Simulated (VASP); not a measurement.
# TiB2 (P6/mmm) in VASP: further runs

Runs on TiB2. Level: PBEsol. Tasks: electric field gradients.

Everything below comes from runs of VASP 6.6.1. Logs are shortened: lines on timing, memory, paths and dates and some standing lists are left out, and cuts for length are marked.

### 1 The crystal as given

Symmetry: P6/mmm, No. 191, hexagonal system. The conventional cell has a = 3.026 Å, b = 3.026 Å, c = 3.229 Å, α = 90.00°, β = 90.00°, γ = 120.00°. Ti (site symmetry 6/mmm) is surrounded by 12 B at 2.38 Å. B (site symmetry -6m2) has 3 B at 1.75 Å as nearest neighbours.

The cell is a database's computed one.

### 2 Electric field gradients, PBEsol

INCAR

```
SYSTEM = TiB2
  PREC = Accurate
  ENCUT = 520
  EDIFF = 1E-8
  ISMEAR = -1
  SIGMA = 0.03
  LREAL = .FALSE.
  LASPH = .TRUE.
  NELM = 100
  ALGO = Normal
  ISIF = 2
  LWAVE = .FALSE.
  LCHARG = .FALSE.
  GGA = PS
  LEFG = .TRUE.
  NBANDS = 16
```

KPOINTS

```
regular mesh
0
G
  12 12 10
  0 0 0
```

POSCAR

```
TiB2
1.0
    3.0259273119      0.0000000000      0.0000000000
   -1.5129636559      2.6205299221      0.0000000000
    0.0000000000      0.0000000000      3.2287677100
Ti B
1 2
Direct
    0.0000000000      0.0000000000      0.0000000000
    0.3333333333      0.6666666667      0.5000000000
    0.6666666667      0.3333333333      0.5000000000
```

Potentials or basis: VASP PAW PBE potentials, release 64 (Ti_sv, B).

Started as:

```sh
$ cat potpaw_PBE.64/Ti_sv/POTCAR potpaw_PBE.64/B/POTCAR > POTCAR
$ mpirun -np 1 vasp_std > vasp.out
```

OUTCAR:

```text
SYSTEM = TiB2
   PREC = Accurate
   ENCUT = 520
   EDIFF = 1E-8
   ISMEAR = -1
   LREAL = .FALSE.
   LASPH = .TRUE.
   NELM = 100
   ISIF = 2
   GGA = PS

 ion  position               nearest neighbor table
   1  0.000  0.000  0.000-   2 2.38   3 2.38   2 2.38   3 2.38   2 2.38   2 2.38   3 2.38   3 2.38
                             3 2.38   3 2.38   2 2.38   2 2.38
   2  0.333  0.667  0.500-   3 1.75   3 1.75   3 1.75   1 2.38   1 2.38   1 2.38   1 2.38   1 2.38
                             1 2.38
   3  0.667  0.333  0.500-   2 1.75   2 1.75   2 1.75   1 2.38   1 2.38   1 2.38   1 2.38   1 2.38
                             1 2.38

  LATTYP: Found a hexagonal cell.
 ALAT       =     3.0259273119
 C/A-ratio  =     1.0670341278

  Lattice vectors:

 A1 = (   3.0259273119,   0.0000000000,   0.0000000000)
 A2 = (  -1.5129636559,   2.6205299221,   0.0000000000)
 A3 = (   0.0000000000,   0.0000000000,   3.2287677100)

Analysis of symmetry for initial positions (statically):
=====================================================================
 Subroutine PRICEL returns:
 Original cell was already a primitive cell.

 Routine SETGRP: Setting up the symmetry group for a
 hexagonal supercell.

 Subroutine GETGRP returns: Found 24 space group operations
 (whereof 24 operations were pure point group operations)
 out of a pool of 24 trial point group operations.

The static configuration has the point symmetry D_6h.

Analysis of symmetry for dynamics (positions and initial velocities):
=====================================================================
 Subroutine PRICEL returns:
 Original cell was already a primitive cell.

 Routine SETGRP: Setting up the symmetry group for a
 hexagonal supercell.

 Subroutine GETGRP returns: Found 24 space group operations
 (whereof 24 operations were pure point group operations)
 out of a pool of 24 trial point group operations.

The dynamic configuration has the point symmetry D_6h.

 Subroutine INISYM returns: Found 24 space group operations
 (whereof 24 operations are pure point group operations),
 and found     1 'primitive' translations

----------------------------------------------------------------------------------------

                                     Primitive cell

  volume of cell :      25.6026

  direct lattice vectors                    reciprocal lattice vectors
     3.025927312  0.000000000  0.000000000     0.330477205  0.190801103  0.000000000
    -1.512963656  2.620529922  0.000000000     0.000000000  0.381602206  0.000000000
     0.000000000  0.000000000  3.228767710     0.000000000  0.000000000  0.309715684

  length of vectors
     3.025927312  3.025927312  3.228767710     0.381602206  0.381602206  0.309715684

  position of ions in fractional coordinates (direct lattice)
     0.000000000  0.000000000  0.000000000
     0.333333333  0.666666667  0.500000000
     0.666666667  0.333333333  0.500000000

  ion indices of the primitive-cell ions
   primitive index   ion index
                 1           1
                 2           2
                 3           3

----------------------------------------------------------------------------------------

 KPOINTS: regular mesh

Automatic generation of k-mesh.
 Grid dimensions read from file:
 generate k-points for:   12   12   10

 Generating k-lattice:

  Cartesian coordinates                     Fractional coordinates (reciprocal lattice)
     0.027539767  0.015900092  0.000000000     0.083333333  0.000000000  0.000000000
     0.000000000  0.031800184  0.000000000     0.000000000  0.083333333  0.000000000
     0.000000000  0.000000000  0.030971568     0.000000000  0.000000000  0.100000000

  Length of vectors
     0.031800184  0.031800184  0.030971568

  Shift w.r.t. Gamma in fractional coordinates (k-lattice)
     0.000000000  0.000000000  0.000000000

[... 35 lines left out ...]
   dimension x,y,z NGX =    24 NGY =   24 NGZ =   24
   dimension x,y,z NGXF=    48 NGYF=   48 NGZF=   48
   ions per type =               1   2
   NGX,Y,Z   is equivalent  to a cutoff of  13.19, 13.19, 12.36 a.u.
   NGXF,Y,Z  is equivalent  to a cutoff of  26.37, 26.37, 24.71 a.u.
 SYSTEM =  TiB2
   PREC   = accura    normal or accurate (medium, high low for compatibility)
   ISTART =      0    job   : 0-new  1-cont  2-samecut
   ICHARG =      2    charge: 1-file 2-atom 10-const
   ISPIN  =      1    spin polarized calculation?
   LNONCOLLINEAR =      F non collinear calculations
   LSORBIT =      F    spin-orbit coupling
   LASPH  =      T    aspherical Exc in radial PAW
   ENCUT  =  520.0 eV  38.22 Ry    6.18 a.u.   5.63  5.63  6.00*2*pi/ulx,y,z
   NELM   =    100;   NELMIN=  2; NELMDL= -5     # of ELM steps
   EDIFF  = 0.1E-07   stopping-criterion for ELM
   LREAL  =      F    real-space projection
   EDIFFG = 0.1E-06   stopping-criterion for IOM
   NSW    =      0    number of steps for IOM
   IBRION =     -1    ionic relax: 0-MD 1-quasi-New 2-CG
   NFREE  =      0    steps in history (QN), initial steepest desc. (CG)
   ISIF   =      2    stress and relaxation
   ISYM   =      2    0-nonsym 1-usesym 2-fastsym
   POTIM  = 0.5000    time-step for ionic-motion
   TEBEG  =    0.0;   TEEND  =   0.0 temperature during run
   PSTRESS=    0.0 pullay stress
   NELECT =      18.0000    total number of electrons
   NUPDOWN=      -1.0000    fix difference up-down
   EMIN   =  10.00;   EMAX   =-10.00  energy-range for DOS
   EFERMI =   0.00;   METHOD = LEGACY
   ISMEAR =    -1;   SIGMA  =   0.03  broadening in eV -4-tet -1-fermi 0-gaus
   EFERMI_NEDOS =   21; number of points for ismear=-14 and -15
   IALGO  =     38    algorithm
   IMIX   =      4    mixing-type and parameters
     AMIX     =   0.40;   BMIX     =  1.00
     AMIX_MAG =   1.60;   BMIX_MAG =  1.00
  volume/ion in A,a.u.               =       8.53        57.59
  Fermi-wavevector in a.u.,A,eV,Ry     =   1.455697  2.750868 28.831460  2.119053
  Thomas-Fermi vector in A             =   2.572701
   LORBIT       =      0    0 simple, 1 ext, 2 COOP (PROOUT), +10 PAW based schemes
   GGA     = PS    functional components
   LHFCALC =     F    Hartree Fock is set to
   AEXX    =    0.0000 exact exchange contribution
   IVDW    =     0    specifies the selected vdW correction
   LEPSILON=     F    determine dielectric tensor
   LRPA    =     F    only Hartree local field effects (RPA)
 non-spin polarized calculation
  energy-cutoff  :      520.00
  volume of cell :       25.60
 maximum number of plane-waves:       721
 NGX is ok and might be reduce to    24
   NGX = 11   NGY = 11   NGZ = 13

 number of electron      18.0000002 magnetization

 Free energy of the ion-electron system (eV)
  ---------------------------------------------------
  ext. energy  EPLUGINS =         0.00000000
  ---------------------------------------------------
  free energy    TOTEN  =       -25.78482387 eV

  energy without entropy =      -25.78313925  energy(sigma->0) =      -25.78398156

 E-fermi :   9.9404     XC(G=0): -12.8816

 val. band max:        9.9362814105   @ k =   0.0833   0.0000   0.3000
 cond. band min:       9.9514695466   @ k =   0.0833   0.0000   0.4000
 fundamental gap:      0.0151881361
 Fermi energy:         9.9404057642

 k-point     1 :       0.0000    0.0000    0.0000
  band No.  band energies     occupation
      1     -46.7705      2.00000
      2     -23.2294      2.00000
      3     -22.9081      2.00000
      4     -22.9081      2.00000
      5      -3.5525      2.00000
      6       7.3393      2.00000
[... 433 lines left out ...]
      3     -23.1932      2.00000
      4     -22.9783      2.00000
      5      -1.4587      2.00000
      6       3.3231      2.00000
[... 8 lines left out ...]
     15      17.6329      0.00000
     16      19.4734      0.00000

 [... further k-points ...]

------------------------ aborting loop because EDIFF is reached ----------------------------------------

  FORCE on cell =-STRESS in cart. coord.  units (eV):
  Direction    XX          YY          ZZ          XY          YZ          ZX
  --------------------------------------------------------------------------------------
  -------------------------------------------------------------------------------------
  Total       -0.4978906     -0.4978906     -1.0329691     -0.0000000      0.0000000      0.0000000
  in kB      -31.1573170    -31.1573170    -64.6418094     -0.0000000      0.0000000      0.0000000
  external PRESSURE =     -42.3188145 kB  Pullay stress =       0.0000000 kB

 VOLUME and BASIS-vectors are now :
 -----------------------------------------------------------------------------
  energy-cutoff  :      520.00
  volume of cell :       25.60
      direct lattice vectors                 reciprocal lattice vectors
     3.025927312  0.000000000  0.000000000     0.330477205  0.190801103  0.000000000
    -1.512963656  2.620529922  0.000000000     0.000000000  0.381602206  0.000000000
     0.000000000  0.000000000  3.228767710     0.000000000  0.000000000  0.309715684

 POSITION                                       TOTAL-FORCE (eV/Angst)
 -----------------------------------------------------------------------------------
      0.00000      0.00000      0.00000        -0.000000      0.000000      0.000000
     -0.00000      1.74702      1.61438         0.000000      0.000000      0.000000
      1.51296      0.87351      1.61438        -0.000000      0.000000     -0.000000
 -----------------------------------------------------------------------------------
    total drift:                               -0.000000      0.000000      0.000000

  FREE ENERGIE OF THE ION-ELECTRON SYSTEM (eV)
  ---------------------------------------------------
  free  energy   TOTEN  =       -25.7848238660 eV

  energy  without entropy=      -25.7831392509  energy(sigma->0) =      -25.78398156

 Electric field gradients (V/A^2)
---------------------------------------------------------------------
 ion       V_xx      V_yy      V_zz      V_xy      V_xz      V_yz
---------------------------------------------------------------------
   1      -9.144    -9.146    18.290    -0.001     0.000     0.000
   2      -2.327    -2.327     4.653     0.000     0.000    -0.000
   3      -2.327    -2.327     4.653     0.000     0.000    -0.000
---------------------------------------------------------------------

 Electric field gradients after diagonalization (V/A^2)
 (convention: |V_zz| > |V_xx| > |V_yy|)
----------------------------------------------------------------------
 ion       V_xx      V_yy      V_zz     asymmetry (V_yy - V_xx)/ V_zz
----------------------------------------------------------------------
   1      -9.146    -9.143    18.290       0.000
   2      -2.327    -2.327     4.653       0.000
   3      -2.327    -2.327     4.653       0.000
----------------------------------------------------------------------

           NMR quadrupolar parameters

 Cq : quadrupolar parameter    Cq=e*Q*V_zz/h
 eta: asymmetry parameters     (V_yy - V_xx)/ V_zz
 Q  : nuclear electric quadrupole moment in mb (millibarn)
----------------------------------------------------------------------
 ion       Cq(MHz)       eta       Q (mb)
----------------------------------------------------------------------
   1       0.044       0.000       1.000
   2       0.011       0.000       1.000
   3       0.011       0.000       1.000
----------------------------------------------------------------------
```

Wall time 27 s (1 thread of Intel Xeon Platinum 8488C (Sapphire Rapids), shared host); peak memory 0.17 GiB.

Results:

```yaml
Free_energy: -25.7848 eV
Pressure: -4.2 GPa
Band_gap_on_the_k_mesh: none (metal or under the smearing width)
```

Electric field gradients, principal values (V/Å²):
```csv
atom,Vxx,Vyy,Vzz
1 Ti,-9.143,-9.146,18.290
2 B,-2.327,-2.327,4.653
3 B,-2.327,-2.327,4.653
```

Caveat: the PAW data sets were made with another functional, which shifts forces and pressure a little.

### 3 Electric field gradients, PBEsol

INCAR

```
  PREC = Accurate
  ENCUT = 520
  EDIFF = 1E-8
  ISMEAR = -1
  SIGMA = 0.03
  LREAL = False
  LASPH = True
  NELM = 100
  ALGO = Fast
  ISIF = 2
  LWAVE = False
  LCHARG = False
  GGA = PS
  LEFG = True
  NBANDS = 16
```

KPOINTS

```
Automatic mesh
0
Gamma
  12 12 10
```

POSCAR is that of step 2.

Potentials or basis: VASP PAW PBE potentials, release 64 (Ti_sv, B).

Started as:

```sh
$ cat potpaw_PBE.64/Ti_sv/POTCAR potpaw_PBE.64/B/POTCAR > POTCAR
$ mpirun -np 1 vasp_std > vasp.out
```

OUTCAR:

```text
PREC = Accurate
   ENCUT = 520
   EDIFF = 1E-8
   ISMEAR = -1
   LREAL = False
   LASPH = True
   NELM = 100
   ISIF = 2
   GGA = PS

 ion  position               nearest neighbor table
   1  0.000  0.000  0.000-   2 2.38   3 2.38   2 2.38   3 2.38   2 2.38   2 2.38   3 2.38   3 2.38
                             3 2.38   3 2.38   2 2.38   2 2.38
   2  0.333  0.667  0.500-   3 1.75   3 1.75   3 1.75   1 2.38   1 2.38   1 2.38   1 2.38   1 2.38
                             1 2.38
   3  0.667  0.333  0.500-   2 1.75   2 1.75   2 1.75   1 2.38   1 2.38   1 2.38   1 2.38   1 2.38
                             1 2.38

  LATTYP: Found a hexagonal cell.
 ALAT       =     3.0259273119
 C/A-ratio  =     1.0670341278
[... 685 lines left out ...]
 ion       V_xx      V_yy      V_zz      V_xy      V_xz      V_yz
---------------------------------------------------------------------
   1      -9.144    -9.146    18.290    -0.001    -0.000    -0.000
   2      -2.327    -2.327     4.653     0.000     0.000    -0.000
   3      -2.327    -2.327     4.653     0.000     0.000     0.000
---------------------------------------------------------------------

 Electric field gradients after diagonalization (V/A^2)
 (convention: |V_zz| > |V_xx| > |V_yy|)
----------------------------------------------------------------------
 ion       V_xx      V_yy      V_zz     asymmetry (V_yy - V_xx)/ V_zz
----------------------------------------------------------------------
   1      -9.146    -9.143    18.290       0.000
   2      -2.327    -2.327     4.653       0.000
   3      -2.327    -2.327     4.653       0.000
----------------------------------------------------------------------

           NMR quadrupolar parameters

 Cq : quadrupolar parameter    Cq=e*Q*V_zz/h
 eta: asymmetry parameters     (V_yy - V_xx)/ V_zz
 Q  : nuclear electric quadrupole moment in mb (millibarn)
----------------------------------------------------------------------
 ion       Cq(MHz)       eta       Q (mb)
----------------------------------------------------------------------
   1       0.044       0.000       1.000
   2       0.011       0.000       1.000
   3       0.011       0.000       1.000
----------------------------------------------------------------------
```

OSZICAR:

```text
N       E                     dE             d eps       ncg     rms          rms(c)
DAV:   1     0.120218121026E+03    0.12022E+03   -0.91074E+03  3656   0.129E+03
DAV:   2    -0.236711104833E+02   -0.14389E+03   -0.13886E+03  3992   0.340E+02
DAV:   3    -0.307009639475E+02   -0.70299E+01   -0.69591E+01  5208   0.730E+01
[... 13 lines left out ...]
RMM:  75    -0.257848237603E+02   -0.74938E-08   -0.12169E-07  2786   0.137E-03    0.632E-05
RMM:  76    -0.257848237726E+02   -0.12278E-07   -0.16953E-07  2853   0.133E-03    0.480E-05
RMM:  77    -0.257848237787E+02   -0.60525E-08   -0.10148E-07  2848   0.134E-03    0.391E-05
RMM:  78    -0.257848237891E+02   -0.10415E-07   -0.13774E-07  2907   0.131E-03    0.190E-05
RMM:  79    -0.257848237946E+02   -0.54938E-08   -0.80448E-08  2873   0.133E-03
   1 F= -.25784824E+02 E0= -.25783981E+02  d E =-.168462E-02
```

Run time: 2.1 min. Hardware: 1 thread of Intel Xeon Platinum 8488C (Sapphire Rapids), shared host; peak memory 0.17 GiB.

What came out:

| Quantity | Value |
| --- | --- |
| Free energy | -25.7848 eV |
| Pressure | -4.2 GPa |
| Band gap on the k mesh | none (metal or under the smearing width) |

Stress tensor (GPa, compression positive):
```
-3.12  0.00  0.00
 0.00 -3.12  0.00
 0.00  0.00 -6.47
```

Electric field gradients, principal values (V/Å²):
```tsv
atom	Vxx	Vyy	Vzz
1 Ti	-9.143	-9.146	18.290
2 B	-2.327	-2.327	4.653
3 B	-2.327	-2.327	4.653
```

Caveat: the PAW data sets were made with another functional, which shifts forces and pressure a little.
